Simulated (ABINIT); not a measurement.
# BN (P6_3mc): G0W0 in ABINIT against the k mesh

How does the gap of BN (P6_3mc) converge in the k mesh?

Calculated with ABINIT 10.8.3; PBEsol and many-body steps on it, plane waves.

The database entry behind the starting cell has ideal inner coordinates that were not refined, so it need not match the best structure at ambient conditions.

## 1. Set-up

Symmetry: P6_3mc, No. 186, hexagonal system. The conventional cell has a = 2.536 Å, b = 2.536 Å, c = 4.199 Å, α = 90.00°, β = 90.00°, γ = 120.00°. Nearest to B lie 4 N at 1.56 to 1.57 Å. N has 4 B at 1.56 to 1.57 Å nearest. Farther neighbours and most contacts between anions are not listed.

Structure file:

```cif
data_structure
_symmetry_space_group_name_H-M 'P 1'
_symmetry_Int_Tables_number 1
_cell_length_a 2.5360
_cell_length_b 2.5360
_cell_length_c 4.1990
_cell_angle_alpha 90.000
_cell_angle_beta 90.000
_cell_angle_gamma 120.000
_cell_volume 23.39
loop_
_atom_site_label
_atom_site_type_symbol
_atom_site_fract_x
_atom_site_fract_y
_atom_site_fract_z
_atom_site_occupancy
B1 B 0.66667 0.33333 0.00000 1
B2 B 0.33333 0.66667 0.50000 1
N3 N 0.66667 0.33333 0.37500 1
N4 N 0.33333 0.66667 0.87500 1
```

The cell and positions come from the Crystallography Open Database and are kept as given unless a step says otherwise. This is not the form that BN usually takes at ambient conditions.

## 2. Empty states on the mesh, 3×3×2 mesh, 53 bands

This step: ABINIT 10.8.3; DFT, PBEsol, plane waves, norm-conserving pseudopotentials.

The sums over transitions need many empty states on a uniform mesh; this step solves for them.

File run.abi:

```
acell 3*1.0 Angstrom
rprim 
  2.536000000002 -0.000000000000 0.000000000000
  -1.268000000000 2.196240423999 0.000000000000
  0.000000000000 0.000000000000 4.199000000000
ntypat 2
znucl 5 7
natom 4
typat 1 1 2 2
xred 
  0.666666666667 0.333333333333 0.000000000000
  0.333333333333 0.666666666667 0.500000000000
  0.666666666667 0.333333333333 0.375000000000
  0.333333333333 0.666666666667 0.875000000000
pp_dirpath "pseudos"
pseudos "B.upf, N.upf"
ecut 36
ngkpt 3 3 2
nshiftk 1
shiftk 0 0 0
kptopt 1
chksymbreak 0
irdden 1
istwfk *1
nband 53
prtvol 0
optdriver 6
gwr_task "HDIAGO"
paral_kgb 0
occopt 1
indata_prefix "in"
outdata_prefix "out"
tmpdata_prefix "tmp"
```

Command:

```console
$ OMP_NUM_THREADS=1 mpirun -n 4 abinit run.abi > log
```

Numbers of over 12 decimals in the logs are rounded to 6 here.

The log of the run:

```text
.Version 10.8.3 of ABINIT. v10.8.2 released Aug 2026.

 Symmetries : space group P6_3 m c (#186); Bravais hP (primitive hexag.)
[... echo of the input left out ...]
== DATASET  1 ==================================================================
-   mpi_nproc: 4, omp_nthreads: 1 (-1 if OMP is not activated)

--- !DatasetInfo
iteration_state: {dtset: 1, }
dimensions: {natom: 4, nkpt: 6, mband: 53, nsppol: 1, nspinor: 1, nspden: 1, mpw: 1677, }
cutoff_energies: {ecut:  36.0, pawecutdg:  -1.0, }
[...]
Indirect band gap semiconductor
 Fundamental gap:     5.041 (eV)
   VBM:     8.522 (eV) at k: [ 0.0000E+00,  0.0000E+00,  0.0000E+00]
   CBM:    13.563 (eV) at k: [ 3.3333E-01,  3.3333E-01,  0.0000E+00]
 Direct gap:         8.446 (eV) at k: [ 0.0000E+00,  0.0000E+00,  0.0000E+00]

== END DATASET(S) ==============================================================
================================================================================

 -outvars: echo values of variables after computation  --------
           etotal      0.0000000000E+00
            nband          53
             nkpt           6
          spgroup         186
 [... the other variables as echoed above ...]

 Calculation completed.
```

The job ended after 17 s (4 MPI ranks of Arm Neoverse N1, shared host; peak memory 0.8 GiB).

This step gave:

| Quantity | Value |
| --- | --- |
| gap | 5.041 eV |
| k of the valence top | 0, 0, 0 |
| k of the conduction bottom | 0.3333, 0.3333, 0 |
| least direct gap | 8.446 eV |
| k points computed | 6 |
| lowest point of the top converged band, above the valence top | 63.4194 eV |

On this mesh the gap is 5.041 eV.

The density comes from a self-consistent run that is not shown.

## 3. Empty states on the mesh, 3×3×1 mesh, 21 bands

Edit run.abi of step 2 so:

```diff
@@ -17,3 +17,3 @@
 ecut 36
-ngkpt 3 3 2
+ngkpt 3 3 1
 nshiftk 1
@@ -22,10 +22,10 @@
 chksymbreak 0
+iscf -2
 irdden 1
 istwfk *1
-nband 53
+nband 21
+nbdbuf 4
+tolwfr 1e-09
+nstep 60
 prtvol 0
-optdriver 6
-gwr_task "HDIAGO"
-paral_kgb 0
-occopt 1
 indata_prefix "in"
```

The log of the run:

```text
.Version 10.8.3 of ABINIT. v10.8.2 released Aug 2026.

 Symmetries : space group P6_3 m c (#186); Bravais hP (primitive hexag.)
[... echo of the input left out ...]
== DATASET  1 ==================================================================
-   mpi_nproc: 4, omp_nthreads: 1 (-1 if OMP is not activated)
-    --> not optimal distribution: autoparal keyword recommended in input file <--

--- !DatasetInfo
iteration_state: {dtset: 1, }
dimensions: {natom: 4, nkpt: 3, mband: 21, nsppol: 1, nspinor: 1, nspden: 1, mpw: 1677, }
cutoff_energies: {ecut:  36.0, pawecutdg:  -1.0, }
[...]
-0.44125   -0.28497   -0.09466    0.23440    0.23440    0.30390    0.31318    0.31318
   0.62356    0.62356    0.62966    0.66947    0.71368    0.75417    0.75417    0.90747
   1.10630    1.11113    1.11113    1.20263    1.26270
 prteigrs : prtvol=0 or 1, do not print more k-points.

== END DATASET(S) ==============================================================
================================================================================

 -outvars: echo values of variables after computation  --------
            nband          21
             nkpt           3
          spgroup         186
 [... the other variables as echoed above ...]

 Calculation completed.
```

Wall time 3.4 s (4 MPI ranks); peak memory 0.23 GiB.

This step gave:

- gap: 5.041 eV
- k of the valence top: 0, 0, 0
- k of the conduction bottom: 0.3333, 0.3333, 0
- least direct gap: 8.446 eV
- k points computed: 3
- lowest point of the top converged band, above the valence top: 17.51 eV

On this mesh the gap is 5.041 eV.

## 4. Empty states on the mesh, 6×6×4 mesh, 21 bands

Edit run.abi of step 3 so:

```diff
@@ -17,3 +17,3 @@
 ecut 36
-ngkpt 3 3 1
+ngkpt 6 6 4
 nshiftk 1
```

The log of the run:

```text
.Version 10.8.3 of ABINIT. v10.8.2 released Aug 2026.

 Symmetries : space group P6_3 m c (#186); Bravais hP (primitive hexag.)
[... echo of the input left out ...]
== DATASET  1 ==================================================================
-   mpi_nproc: 4, omp_nthreads: 1 (-1 if OMP is not activated)

--- !DatasetInfo
iteration_state: {dtset: 1, }
dimensions: {natom: 4, nkpt: 21, mband: 21, nsppol: 1, nspinor: 1, nspden: 1, mpw: 1677, }
cutoff_energies: {ecut:  36.0, pawecutdg:  -1.0, }
[...]
-0.44125   -0.28497   -0.09466    0.23440    0.23440    0.30390    0.31318    0.31318
   0.62356    0.62356    0.62966    0.66947    0.71368    0.75417    0.75417    0.90747
   1.10630    1.11113    1.11113    1.20263    1.26270
 prteigrs : prtvol=0 or 1, do not print more k-points.

== END DATASET(S) ==============================================================
================================================================================

 -outvars: echo values of variables after computation  --------
            nband          21
             nkpt          21
          spgroup         186
 [... the other variables as echoed above ...]

 Calculation completed.
```

The job ended after 7.5 s (4 MPI ranks; peak memory 0.24 GiB).

This step gave:

| Property | Result |
| --- | --- |
| gap | 5.041 eV |
| k of the valence top | 0, 0, 0 |
| k of the conduction bottom | 0.3333, 0.3333, 0 |
| least direct gap | 8.345 eV |
| k points computed | 21 |
| lowest point of the top converged band, above the valence top | 17.13 eV |

On this mesh the gap is 5.041 eV.

## 5. Screening, 3×3×1 mesh, 17 bands, screening to 106.1 eV

The RPA dielectric matrix is built and inverted for each q.

This step: RPA screening on PBEsol, plane waves, norm-conserving pseudopotentials.

Edit run.abi of step 4 so:

```diff
@@ -17,3 +17,3 @@
 ecut 36
-ngkpt 6 6 4
+ngkpt 3 3 1
 nshiftk 1
@@ -22,10 +22,11 @@
 chksymbreak 0
-iscf -2
-irdden 1
 istwfk *1
-nband 21
-nbdbuf 4
-tolwfr 1e-09
-nstep 60
-prtvol 0
+occopt 1
+irdwfk 1
+optdriver 3
+nband 17
+ecuteps 3.9
+inclvkb 2
+awtr 1
+symchi 1
 indata_prefix "in"
```

The log of the run:

```text
.Version 10.8.3 of ABINIT. v10.8.2 released Aug 2026.

 Symmetries : space group P6_3 m c (#186); Bravais hP (primitive hexag.)
[... echo of the input left out ...]
== DATASET  1 ==================================================================
-   mpi_nproc: 4, omp_nthreads: 1 (-1 if OMP is not activated)

--- !DatasetInfo
iteration_state: {dtset: 1, }
dimensions: {natom: 4, nkpt: 3, mband: 17, nsppol: 1, nspinor: 1, nspden: 1, mpw: 1677, }
cutoff_energies: {ecut:  36.0, pawecutdg:  -1.0, }
electrons: {nelect:   1.60000000E+01, charge:   0.00000000E+00, occopt:   1.00000000E+00, tsmear:   1.00000000E-02, }

 SCREENING: Calculation of the susceptibility and dielectric matrices

 Based on a program developped by R.W. Godby, V. Olevano, G. Onida, and L. Reining.
 Incorporated in ABINIT by V. Olevano, G.-M. Rignanese, and M. Torrent.
.Using double precision arithmetic ; gwpc =  8

[... cell and pseudopotentials left out ...]
--------------------------------------------------------------------------------

 ==== K-mesh for the wavefunctions ====
 Number of points in the irreducible wedge :     3
[... list of points left out ...]
 Together with 12 symmetry operations and time-reversal symmetry
 yields     9 points in the full Brillouin Zone.

 ==== Q-mesh for the screening function ====
 Number of points in the irreducible wedge :     3
[... list of points left out ...]
 Together with 12 symmetry operations and time-reversal symmetry
 yields     9 points in the full Brillouin Zone.

 setmesh: FFT mesh size selected  =    15x   15x   30
          total number of points  =         6750

 vcoul_init : cutoff-mode = AUXILIARY_FUNCTION
 q-points for optical limit:   1
     1)      0.000010    0.000020    0.000030

- screening: taking advantage of time-reversal symmetry
- Maximum band index for partially occupied states nbvw = 8
- Remaining bands to be divided among processors   nbcw = 9
- Number of bands treated by each node ~2

 Number of electrons calculated from density =   16.0000; Expected =   16.0000
 average of density, n =  0.101379
 r_s =    1.3304
 omega_plasma =   30.7135 [eV]

 calculating chi0 at frequencies [eV] :
  1    0.000000E+00    0.000000E+00
  2    0.000000E+00    3.071353E+01

--------------------------------------------------------------------------------
  q-point number  1        q = ( 0.000000, 0.000000, 0.000000) [r.l.u.]
--------------------------------------------------------------------------------
[... chi0 elements left out ...]
 For q-point:  0.000010 0.000020 0.000030
  dielectric constant =   5.0067
  dielectric constant without local fields =   5.2242

  Average fulfillment of the sum rule on Im[epsilon] for q-point    1 :     25.58  [%]
[... wings left out ...]
  q-point number  2        q = ( 0.333333, 0.000000, 0.000000) [r.l.u.]
--------------------------------------------------------------------------------
[... chi0 elements left out ...]
  Average fulfillment of the sum rule on Im[epsilon] for q-point    2 :     36.11  [%]

 [... 1 further q-points ...]
```

Wall time 2.8 s (4 MPI ranks); peak memory 0.07 GiB; 11 s of CPU time.

This step gave:

| Quantity | Value |
| --- | --- |
| ε∞ with local fields, on this mesh, along the program's q direction | 5.007 |
| the same without local fields | 5.224 |
| plasma frequency | 30.71 eV |
| plane waves in the screening matrix | 55 |

Local fields lower ε∞ by 4 %. On a Γ-centred mesh this coarse the value itself is usually too large, while a short band sum pulls it down.

## 6. 3×3×1

This step: G0W0 on PBEsol, plane waves, norm-conserving pseudopotentials.

Edit run.abi of step 5 so:

```diff
@@ -25,8 +25,17 @@
 irdwfk 1
-optdriver 3
+optdriver 4
 nband 17
+gwcalctyp 0
+ecutsigx 36
+symsigma 1
+nkptgw 2
+kptgw 
+  0.0000000000 0.0000000000 0.0000000000
+  0.3333333333 0.3333333333 0.0000000000
+bdgw 
+  7 10
+  7 11
 ecuteps 3.9
-inclvkb 2
-awtr 1
-symchi 1
+irdscr 1
+ppmodel 1
 indata_prefix "in"
```

The log of the run:

```text
.Version 10.8.3 of ABINIT. v10.8.2 released Aug 2026.

 Symmetries : space group P6_3 m c (#186); Bravais hP (primitive hexag.)
[... echo of the input left out ...]
== DATASET  1 ==================================================================
-   mpi_nproc: 4, omp_nthreads: 1 (-1 if OMP is not activated)

--- !DatasetInfo
iteration_state: {dtset: 1, }
dimensions: {natom: 4, nkpt: 3, mband: 17, nsppol: 1, nspinor: 1, nspden: 1, mpw: 1677, }
cutoff_energies: {ecut:  36.0, pawecutdg:  -1.0, }
electrons: {nelect:   1.60000000E+01, charge:   0.00000000E+00, occopt:   1.00000000E+00, tsmear:   1.00000000E-02, }

 SIGMA: Calculation of the GW corrections

 Based on a program developped by R.W. Godby, V. Olevano, G. Onida, and L. Reining.
 Incorporated in ABINIT by V. Olevano, G.-M. Rignanese, and M. Torrent.
.Using double precision arithmetic ; gwpc =  8

[... cell and pseudopotentials left out ...]
--------------------------------------------------------------------------------

 ==== K-mesh for the wavefunctions ====
 Number of points in the irreducible wedge :     3
[... list of points left out ...]
 Together with 12 symmetry operations and time-reversal symmetry
 yields     9 points in the full Brillouin Zone.

 ==== Q-mesh for screening function ====
 Number of points in the irreducible wedge :     3
[... list of points left out ...]
 Together with 12 symmetry operations and time-reversal symmetry
 yields     9 points in the full Brillouin Zone.

 vcoul_init : cutoff-mode = AUXILIARY_FUNCTION
 q-points for optical limit:   1
     1)      0.000010    0.000020    0.000030
 setmesh: FFT mesh size selected  =    27x   27x   48
          total number of points  =        34992

 Number of electrons calculated from density =   16.0000; Expected =   16.0000
 average of density, n =  0.101379
 r_s =    1.3304
 omega_plasma =   30.7135 [eV]

 === KS Band Gaps ===
  >>>> For spin  1
   Minimum direct gap =   8.4459 [eV], located at k-point      :   0.0000  0.0000  0.0000
   Fundamental gap    =   5.0411 [eV], Top of valence bands at :   0.0000  0.0000  0.0000
                                       Bottom of conduction at :   0.3333  0.3333  0.0000
 SIGMA fundamental parameters:
 PLASMON POLE MODEL  1
 number of plane-waves for SigmaX                 1677
 number of plane-waves for SigmaC and W             55
 number of plane-waves for wavefunctions          1677
 number of bands                                    17
 number of independent spin polarizations            1
 number of spinorial components                      1
 number of k-points in IBZ                           3
 number of q-points in IBZ                           3
 number of symmetry operations                      12
 number of k-points in BZ                            9
 number of q-points in BZ                            9
 number of frequencies for dSigma/dE                 9
 frequency step for dSigma/dE [eV]                0.25
 number of omega for Sigma on real axis              0
 max omega for Sigma on real axis  [eV]           0.00
 zcut for avoiding poles [eV]                     0.10

 EPSILON^-1 parameters (SCR file):
 dimension of the eps^-1 matrix on file             55
 dimension of the eps^-1 matrix used                55
 number of plane-waves for wavefunctions          1677
 number of bands                                    17
 number of q-points in IBZ                           3
 number of frequencies                               2
 number of real frequencies                          1
 number of imag frequencies                          1

 matrix elements of self-energy operator (all in [eV])

 Perturbative Calculation

--- !SelfEnergy_ee
iteration_state: {dtset: 1, }
kpoint     : [   0.000,    0.000,    0.000, ]
spin       : 1
KS_gap     :    8.446
QP_gap     :   11.066
Delta_QP_KS:    2.620
data: !SigmaeeData |
     Band     E0 <VxcDFT>   SigX SigC(E0)      Z dSigC/dE  Sig(E)    E-E0       E
        7   8.522 -18.547 -22.574   4.360   0.833  -0.200 -18.270   0.277   8.799
        8   8.522 -18.547 -22.574   4.360   0.833  -0.200 -18.270   0.277   8.799
        9  16.968 -13.571  -6.767  -3.426   0.857  -0.166 -10.674   2.897  19.865
       10  16.968 -13.571  -6.767  -3.426   0.857  -0.166 -10.674   2.897  19.865

--- !SelfEnergy_ee
iteration_state: {dtset: 1, }
kpoint     : [   0.333,    0.333,    0.000, ]
spin       : 1
KS_gap     :   10.530
QP_gap     :   13.135
Delta_QP_KS:    2.605
data: !SigmaeeData |
     Band     E0 <VxcDFT>   SigX SigC(E0)      Z dSigC/dE  Sig(E)    E-E0       E
        7   3.033 -16.090 -21.260   4.739   0.816  -0.225 -16.442  -0.351   2.682
        8   3.033 -16.091 -21.260   4.739   0.816  -0.225 -16.442  -0.351   2.682
        9  13.563 -12.038  -6.193  -3.240   0.865  -0.156  -9.784   2.254  15.817
       10  22.069 -15.735  -7.231  -4.616   0.823  -0.216 -12.537   3.198  25.266
       11  22.069 -15.735  -7.231  -4.616   0.823  -0.216 -12.538   3.198  25.267

== END DATASET(S) ==============================================================
================================================================================

 -outvars: echo values of variables after computation  --------
           etotal      0.0000000000E+00
            nband          17
             nkpt           3
          spgroup         186
 [... the other variables as echoed above ...]

 Calculation completed.
```

Elapsed: 2.9 s, on 4 MPI ranks; peak memory 0.08 GiB; 11 s of CPU time.

Numbers from this step:

```
G0W0 gap on the points computed              : 7.018 eV
starting gap on the mesh                     : 5.041 eV
k of the valence top                         : 0, 0, 0
k of the conduction bottom                   : 0.3333, 0.3333, 0
Z at the valence top                         : 0.833
Z at the conduction bottom                   : 0.865
least direct G0W0 gap on the computed points : 11.07 eV
```

(Continued in part 2 of 2.)

[Paths, hosts, dates, memory and timing lines, banners, echoed tables and standing remarks are left out of the program output.]

[Logs are printed without paths, hosts, clocks, repeated set-up lines and the standing remarks that a program may print on its own settings, such as how far it seeks lower states.]

[Runs of the session that timed out or met a known fault of the program may be left out.]

[Hosts, paths, dates, database ids (printed as entryN), source tags and the programs' standing remarks are cut or masked in the printed files.]

[G0W0 gaps are taken among the corrected bands and points alone; a level outside them can change the order at an edge.]

[Where Ansatz stands beside ABINIT at settings called matched, ABINIT's density can come from a denser mesh and the files from another edition; pairs whose starting gaps differed by over 0.03 eV were left out, so agreement reads better than it is.]
